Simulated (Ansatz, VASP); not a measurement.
Two plane-wave programs on BeS

INCAR

```
ALGO     = Normal         # electronic algorithm
EDIFF    = 1E-6           # SCF threshold, eV
ENCUT    = 520            # plane-wave cutoff, eV
GGA      = PE             # functional
ISIF     = 2              # what is computed and relaxed
ISMEAR   = 0              # smearing method
LASPH    = True           # aspherical terms in the spheres
LCHARG   = True           # write CHGCAR
LELF     = True           # ELF
LREAL    = False          # projectors in reciprocal space
LVHAR    = True         
LWAVE    = False          # write WAVECAR
NBANDS   = 16             # bands
NELM     = 100            # most SCF steps
PREC     = Accurate       # precision mode
SIGMA    = 0.01           # smearing width, eV
```

KPOINTS

```
k-points
0
Gamma
  12 12 4
```

The input POSCAR:

```
BeS
1.0
    3.4621569796      0.0000000000      0.0000000000
   -1.7310784898      2.9983158962      0.0000000000
    0.0000000000      0.0000000000      6.9924342115
Be S
2 2
Direct
    0.3333333333      0.6666666667      0.2500000000
    0.6666666667      0.3333333333      0.7500000000
    0.6666666667      0.3333333333      0.2500000000
    0.3333333333      0.6666666667      0.7500000000
```

Input for Ansatz:

```yaml
crystal:
  lattice:
    - [3.4621569796, 0.0, 0.0]
    - [-1.7310784898, 2.9983158962, 0.0]
    - [0.0, 0.0, 6.9924342115]
  atoms:
    - { symbol: Be, position: [0.3333333333, 0.6666666667, 0.25] }
    - { symbol: Be, position: [0.6666666667, 0.3333333333, 0.75] }
    - { symbol: S, position: [0.6666666667, 0.3333333333, 0.25] }
    - { symbol: S, position: [0.3333333333, 0.6666666667, 0.75] }
kpoints:
  mp_grid: { grid: [12, 12, 4] }
hamiltonian:
  xc: pbe
scf:
  occupations: { method: fixed }
output:
  optics: { e_range: [0, 18], de: 0.05, sigma: 0.1, bands: auto }
```

Alike in both runs: task single point; functional PBE; k mesh 12 × 12 × 4; no spin polarisation.

```csv
,VASP,Ansatz
version,VASP 6.6.1,Ansatz 0.2.0
potentials or method,"VASP PAW PBE potentials, release 64 (Be, S)","plane waves, PAW"
plane-wave cutoff (eV),520,420
occupations,"gaussian, width 0.01 eV",fixed
valence electrons in the cell,16,16
```

```tsv
	VASP	Ansatz	Ansatz less VASP
gap on the k mesh at the Fermi level (eV)	3.94	3.91	-0.022
```

 A k mesh can miss the band edges. PBE gaps usually lie below the measured ones, often by a third to a half.
